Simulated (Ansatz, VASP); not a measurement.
One calculation of Mg, two programs

```
CELL_PARAMETERS angstrom
0.00000 3.04863 3.04863
3.04863 0.00000 3.04863
3.04863 3.04863 0.00000
ATOMIC_POSITIONS crystal
Mg 0.87500 0.87500 0.87500
Mg 0.12500 0.12500 0.12500
```

Change from the starting cell: volume scaled by 0.7, LAPW.

Alike in both runs: task single point; functional PBE; k mesh 12 × 12 × 12; occupations fermi-dirac, width 0.1 eV; no spin polarisation.

|  | VASP | Ansatz |
| --- | --- | --- |
| version | VASP 6.6.1 | Ansatz 0.2.0 |
| potentials or method | VASP PAW PBE potentials, release 64 (Mg), cutoff 520 eV | all-electron LAPW, scalar-relativistic |

|  | VASP | Ansatz | Ansatz less VASP |
| --- | --- | --- | --- |
| pressure (GPa) | 7.8 | 7.8 | -0.03 |

Ansatz ran all-electron here, so the differences hold the error of VASP's frozen core and of both bases.
